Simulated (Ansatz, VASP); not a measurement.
Be: VASP beside Ansatz

File INCAR:

```
SYSTEM = Be
PREC     = Accurate       ! precision mode
ENCUT    = 520            ! plane-wave cutoff, eV
EDIFF    = 1E-7           ! SCF threshold, eV
ISMEAR   = -1             ! smearing method
SIGMA    = 0.05           ! smearing width, eV
LREAL    = .False.        ! projectors in reciprocal space
LASPH    = .True.         ! aspherical terms in the spheres
NELM     = 80             ! most SCF steps
ALGO     = Normal         ! electronic algorithm
ISIF     = 2              ! what is computed and relaxed
LWAVE    = .False.        ! write WAVECAR
LCHARG   = .True.         ! write CHGCAR
GGA      = PS             ! functional
LELF     = .True.         ! ELF
LVHAR    = .True.       
NBANDS   = 12             ! bands
```

File KPOINTS:

```
regular mesh
0
Gamma
  9 9 14
  0 0 0
```

The input POSCAR:

```
Be
1.0
    3.6961751708      0.0000000000      0.0000000000
    0.0000000000      3.6961751708      0.0000000000
    0.0000000000      0.0000000000      2.2504481124
Be
4
Direct
    0.2974080000      0.2974080000      0.0000000000
    0.7025920000      0.7025920000      0.0000000000
    0.2025920000      0.7974080000      0.5000000000
    0.7974080000      0.2025920000      0.5000000000
```

Input for Ansatz:

```yaml
crystal:
  lattice:
    - [3.6961751708, 0.0, 0.0]
    - [0.0, 3.6961751708, 0.0]
    - [0.0, 0.0, 2.2504481124]
  atoms:
    - { symbol: Be, position: [0.297408, 0.297408, 0.0] }
    - { symbol: Be, position: [0.702592, 0.702592, 0.0] }
    - { symbol: Be, position: [0.202592, 0.797408, 0.5] }
    - { symbol: Be, position: [0.797408, 0.202592, 0.5] }
kpoints:
  mp_grid: { grid: [9, 9, 14] }
  band_path:
    path:
      - [0.0, 0.0, 0.0]
      - [0.0, 0.5, 0.0]
      - [0.5, 0.5, 0.0]
      - [0.0, 0.0, 0.0]
      - [0.0, 0.0, 0.5]
      - [0.0, 0.5, 0.5]
      - [0.5, 0.5, 0.5]
      - [0.0, 0.0, 0.5]
      - [0.0, 0.5, 0.0]
    npoints: 5
scf:
  occupations: { method: fermi_dirac, width: 0.05 }
hamiltonian:
  xc: pbesol
  pseudopotentials: { kind: all_electron, lapw: { basis_error: 0.001 } }
output:
  forces: true
  stress: true
  eigenvalues: true
```

Change from the starting cell: volume scaled by 0.96.

Alike in both runs: task single point; functional PBEsol; k mesh 9 × 9 × 14; occupations fermi-dirac, width 0.05 eV; no spin polarisation.

```csv
,VASP,Ansatz
version,VASP 6.6.1,Ansatz 0.2.0
potentials or method,"VASP PAW PBE potentials, release 64 (Be)","all-electron LAPW, scalar-relativistic"
plane-wave cutoff (eV),520,see its input
```

VASP gave:

* pressure (GPa): 4.4
* largest component of the traceless stress (GPa): 0.45
* rms of the force components (eV/Å): 0.016

**Question.** What did Ansatz give for the same quantities?

**Answer.** Pressure (GPa): 3.9; largest component of the traceless stress (GPa): 0.46; rms of the force components (eV/Å): 0.014.

Atom by atom the forces differ by 0.002 eV/Å (rms over components). Ansatz ran all-electron here, so the differences hold the error of VASP's frozen core and of both bases.

Caveats: the PAW data sets were made with another functional, which shifts forces and pressure a little (VASP).
